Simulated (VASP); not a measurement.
# PbO: electric field gradients, by functional

PbO, P4/nmm (no. 129), 4 atoms in the cell.

| Functional | Vzz of the first element (V/Å²) | Vzz of the second element (V/Å²) | Time (s) |
|---|---|---|---|
| PBE | -234.93 | 1.29 | 9.8 |
| HSE06 | -275.57 | 0.80 | 493 |
| PBE0 | -276.74 | 0.95 | 508 |
| B3LYP | -273.08 | 2.00 | 422 |

## Input of the first row

INCAR:
```
SYSTEM = PbO
  GGA = PE
  PREC = Accurate
  ENCUT = 600
  EDIFF = 1E-7
  LREAL = .FALSE.
  LASPH = .TRUE.
  ALGO = Normal
  NELM = 120
  LWAVE = .FALSE.
  LCHARG = .FALSE.
  ISMEAR = 0
  SIGMA = 0.02
  KPAR = 4
  LEFG = .TRUE.
  QUAD_EFG = 0 -25.58
```

KPOINTS:
```
k-points
0
Gamma
  4 4 3
```

POSCAR:
```
PbO
1.0
    3.9900000000      0.0000000000      0.0000000000
    0.0000000000      3.9900000000      0.0000000000
    0.0000000000      0.0000000000      5.0100000000
Pb O
2 2
Direct
    0.5000000000      0.0000000000      0.7600000000
    0.0000000000      0.5000000000      0.2400000000
    0.5000000000      0.5000000000      0.0000000000
    0.0000000000      0.0000000000      0.0000000000
```

Commands:
```
cat potpaw_PBE.64/Pb_d/POTCAR potpaw_PBE.64/O/POTCAR > POTCAR
mpirun -np 4 vasp_std > vasp.out
```

VASP 6.6.1 took 9.8 s on 4 cores (Intel Xeon Platinum 8488C (Sapphire Rapids)), a shared host.
